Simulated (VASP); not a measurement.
## BaZrO$_{3}$ (strained cubic perovskite), PBE single-point calculation: Ansatz's output and VASP's

```yaml
crystal:
  lattice:
    - [4.20535, 0.00000, 0.00000]
    - [0.00000, 4.20535, 0.00000]
    - [0.00000, 0.00000, 4.37357]
  atoms:
    - { symbol: Ba, position: [0.00000, 0.00000, 0.00000] }
    - { symbol: Zr, position: [0.50000, 0.50000, 0.50000] }
    - { symbol: O, position: [0.50000, 0.50000, 0.00000] }
    - { symbol: O, position: [0.50000, 0.00000, 0.50000] }
    - { symbol: O, position: [0.00000, 0.50000, 0.50000] }
```

Ansatz printed

```
SCF 1 converged in 7 iterations: F = -11844.629934 eV  dr2 = 7.53e-9
  greatest PAW one-centre occupation: 0.995 electrons in one spin orbital (limit 2), on the Zr atom at site 1 (counted from 0), in its partial waves of l = 0
NSCF: frozen V_eff on 4 k-points
SCF converged after 7 iterations
Free energy (F): -11844.629934 eV
Harris-Foulkes:  -11844.629934 eV  (|F-HF|=1.98e-9)
Internal energy: -11844.629934 eV  (E = F + TS)
E sigma→0 (E₀):  -11844.629934 eV
Fermi energy:    10.762426 eV
--- Per-component energies (eV) ---
  E_band       = -118.486819
  E_kinetic    = 1028.172832
  E_local      = -1997.519090  (includes V_loc(G=0)·N_el)
  E_nonlocal   = 275.667347
  E_hartree    = 704.574771
  E_xc         = -554.669529
  E_vxc        = -613.555945  (∫ρ·V_xc dr)
  E_paw        = -8651.841060  (= ΣΔE_a)
  E_vpaw       = -220.407538  (= ΣTr[D̂ρ^β])
  E_aug_tail   = 0.007293  (compensation charges beyond the density's cutoff)
  E_ewald      = -2649.022498
  E_smearing   = -0.000000  (= −TS)
  E_closure    = 0.000000  (closes the sum)
  Σ components = -11844.629934   (vs F -11844.629934, Δ=0.00e0)
--- Forces (eV/Å), atoms counted from 1 ---
  atom   1  Ba    -0.00000000     0.00000000     0.00000000
  atom   2  Zr     0.00000000     0.00000000     0.00000000
  atom   3  O      0.00000000     0.00000000     0.00000000
  atom   4  O      0.00000000     0.00000000     0.00000000
  atom   5  O      0.00000000     0.00000000     0.00000000
  max |Σ_I F_I| component: 8.70e-29 eV/Å
--- Stress (GPa, compression-positive) ---
       -0.670740       0.000000       0.000000
        0.000000      -0.670740       0.000000
        0.000000       0.000000      -7.690489
  P = ⅓ Tr σ = -3.0107 GPa (-30.107 kbar)
--- Band table (eV; the first three rows and the last of 40) ---
  k-point 0: bands = ["-38.0862", "-16.2029", "-16.2029", "-16.1658", "-16.1430", "-7.1046", "-6.8519", "-6.6142", "-1.3242", "-1.2493", "-1.2493", "7.5843", "7.7505", "7.7505", "8.1859", "8.3268", "8.3268", "8.9149", "8.9734", "8.9734", "12.2753", "12.2753", "12.4288", "13.7307", "14.0146"]
  k-point 1: bands = ["-38.0859", "-16.2690", "-16.2020", "-16.2020", "-16.0658", "-7.1361", "-6.8484", "-6.4702", "-1.2729", "-1.2382", "-1.2382", "7.2469", "7.6792", "7.6792", "8.0427", "8.1612", "8.1612", "8.3291", "8.8869", "8.8869", "12.4915", "12.7701", "12.7701", "14.0810", "14.3666"]
  k-point 2: bands = ["-38.0851", "-16.3740", "-16.2001", "-16.2001", "-16.0110", "-7.2170", "-6.8414", "-6.1466", "-1.2158", "-1.2158", "-1.1713", "6.3959", "7.5083", "7.5083", "7.6491", "7.7874", "7.8982", "7.8982", "8.7745", "8.7745", "12.6287", "13.7686", "13.7686", "14.8193", "15.1386"]
  k-point 39: bands = ["-38.0791", "-16.4170", "-16.4170", "-16.2932", "-16.0390", "-5.9918", "-5.9644", "-5.9644", "-1.7110", "-1.7110", "-1.6300", "5.4532", "5.6190", "5.9382", "6.5193", "6.8188", "6.8188", "9.1820", "9.1820", "9.2404", "14.9927", "14.9927", "15.1954", "15.7020", "15.7020"]
```

Each program uses its own PAW datasets. VASP's cell holds 40 valence electrons and Ansatz's 40. Ansatz's stress includes a Pulay correction; VASP's doesn't.

Problem. What does VASP give for the same cell and level of theory?

Solution. gap between bands v and c 2.99 eV; least direct gap 3.28 eV; pressure -2.2 GPa.

From OUTCAR

```
k-points           NKPTS =     40   k-points in BZ     NKDIM =     40   number of bands    NBANDS=     28

   NELECT =      40.0000    total number of electrons

   dimension x,y,z NGX =    32 NGY =   32 NGZ =   36
   dimension x,y,z NGXF=    64 NGYF=   64 NGZF=   72

  energy-cutoff  :      520.00
  volume of cell :       77.35
      direct lattice vectors                 reciprocal lattice vectors
     4.205354914  0.000000000  0.000000000     0.237792058  0.000000000  0.000000000
     0.000000000  4.205354914  0.000000000     0.000000000  0.237792058  0.000000000
     0.000000000  0.000000000  4.373569111     0.000000000  0.000000000  0.228646210

 k-points in reciprocal lattice and weights: KPOINTS created by Atomic Simulation Env
   0.00000000  0.00000000  0.00000000       0.005
   0.16666667  0.00000000  0.00000000       0.019
   0.33333333  0.00000000  0.00000000       0.019
   0.50000000  0.00000000  0.00000000       0.009
   0.16666667  0.16666667  0.00000000       0.019
   0.33333333  0.16666667  0.00000000       0.037
   0.50000000  0.16666667  0.00000000       0.019
   0.33333333  0.33333333  0.00000000       0.019
   ...

 E-fermi :   3.9914

 k-point     1 :       0.0000    0.0000    0.0000
  band No.  band energies     occupation
      1     -43.8747      2.00000
      2     -22.0263      2.00000
      3     -21.9870      2.00000
      4     -21.9870      2.00000
      5     -21.9547      2.00000
      6     -12.8878      2.00000
      7     -12.6317      2.00000
      8     -12.3945      2.00000
      9      -7.2003      2.00000
     10      -7.1251      2.00000
     11      -7.1251      2.00000
     12       1.8096      2.00000
     13       1.9785      2.00000
     14       1.9785      2.00000
     15       2.4418      2.00000
     16       2.5862      2.00000
     17       2.5862      2.00000
     18       3.1366      2.00000
     19       3.1965      2.00000
     20       3.1965      2.00000
     21       6.4762      0.00000
     22       6.4762      0.00000
     23       6.6324      0.00000
     24       7.8898      0.00000
     25       8.1767      0.00000
     26       8.8704      0.00000
     27      10.2157      0.00000
     28      10.6330      0.00000

 k-point     2 :       0.1667    0.0000    0.0000
  band No.  band energies     occupation
      1     -43.8739      2.00000
      2     -22.1249      2.00000
      3     -21.9854      2.00000
      4     -21.9531      2.00000
      5     -21.9340      2.00000
      6     -12.8515      2.00000
      7     -12.4910      2.00000
      8     -12.3893      2.00000
      9      -7.1842      2.00000
     10      -7.1076      2.00000
     11      -7.0923      2.00000
     12       1.5130      2.00000
     13       1.7322      2.00000
     14       1.9071      2.00000
     15       2.1893      2.00000
     16       2.3184      2.00000
     17       2.3698      2.00000
     18       2.6056      2.00000
     19       3.0484      2.00000
     20       3.1075      2.00000
     21       6.5701      0.00000
     22       7.0785      0.00000
     23       7.2160      0.00000
     24       8.3293      0.00000
     25       8.6090      0.00000
     26       9.3634      0.00000
     27      10.3377      0.00000
     28      11.3445      0.00000

 k-point     3 :       0.3333    0.0000    0.0000
  band No.  band energies     occupation
      1     -43.8724      2.00000
      2     -22.2536      2.00000
      3     -21.9824      2.00000
      4     -21.9500      2.00000
      5     -21.8920      2.00000
      6     -12.9073      2.00000
      7     -12.4337      2.00000
      8     -11.9955      2.00000
      9      -7.1513      2.00000
     10      -7.0719      2.00000
     11      -7.0269      2.00000
     12       0.3513      2.00000
     13       1.5538      2.00000
     14       1.7483      2.00000
     15       1.7880      2.00000
     16       1.8888      2.00000
     17       1.9274      2.00000
     18       2.0673      2.00000
     19       2.9429      2.00000
     20       2.9862      2.00000
     21       6.7833      0.00000
     22       8.2756      0.00000
     23       8.3665      0.00000
     24       9.2652      0.00000
     25       9.5007      0.00000
     26      10.0832      0.00000
     27      10.7931      0.00000
     28      10.9217      0.00000

 ...

  Total        0.1128684      0.1128684     -3.3513645      0.0000000     -0.0000000      0.0000000
  in kB        2.3379843      2.3379843    -69.4210132      0.0000000     -0.0000000      0.0000000
  external PRESSURE =     -21.5816815 kB  Pullay stress =       0.0000000 kB

 POSITION                                       TOTAL-FORCE (eV/Angst)
 -----------------------------------------------------------------------------------
      0.00000      0.00000      0.00000         0.000000      0.000000      0.000000
      2.10268      2.10268      2.18678         0.000000      0.000000      0.000000
      2.10268      2.10268      0.00000         0.000000      0.000000      0.000000
      2.10268      0.00000      2.18678         0.000000      0.000000      0.000000
      0.00000      2.10268      2.18678         0.000000      0.000000      0.000000
 -----------------------------------------------------------------------------------
    total drift:                                0.000000     -0.000000     -0.000000

  FREE ENERGIE OF THE ION-ELECTRON SYSTEM (eV)
  ---------------------------------------------------
  free  energy   TOTEN  =       -41.6699271420 eV

  energy  without entropy=      -41.6699271420  energy(sigma->0) =      -41.66992714
```
